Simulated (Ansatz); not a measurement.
# Ba: the cost of one run

Computed with Ansatz 0.2.0 (DFT PBE, scalar-relativistic, plane waves, PAW, unless a step's input says otherwise).

## (1) The system as given

Symmetry: Fm-3m, No. 225, cubic system. Conventional cell: a = 6.465 Å, b = 6.465 Å, c = 6.465 Å, α = 90.00°, β = 90.00°, γ = 90.00°.

Coordinates:

```
Ba
1.0
     0.00000    3.23267    3.23267
     3.23267    0.00000    3.23267
     3.23267    3.23267    0.00000
Ba
1
Direct
  0.00000 0.00000 0.00000
```

The structure comes from the Materials Project (structure only).

## (2) A change within the space group

The change: strain xx, yy, zz, yz, xz, xy = -0.4, -0.4, -0.4, +0.0, +0.0, +0.0 %.

input.yaml

```yaml
crystal:
  lattice:
    - [0.0, 3.2199606293, 3.2199606293]
    - [3.2199606293, 0.0, 3.2199606293]
    - [3.2199606293, 3.2199606293, 0.0]
  atoms:
    - { symbol: Ba, position: [0.0, 0.0, 0.0] }
basis:
  ecutwfc: 420
kpoints:
  mp_grid: { grid: [12, 12, 12] }
hamiltonian:
  xc: pbe
scf:
  occupations: { method: gaussian, width: 0.1 }
output:
  forces: true
  stress: true
  eigenvalues: true
```

On the command line:

```sh
ansatz run input.yaml --threads 1 --pin off --max-ram 1331MiB --backend cpu --events-out ev --progress --plain --runs-dir out
```

**Question.** How long does this run take on 1 thread of an Arm CPU, shared host, and how much memory does it need?

About 3.1 s, with a peak of 0.33 GiB.
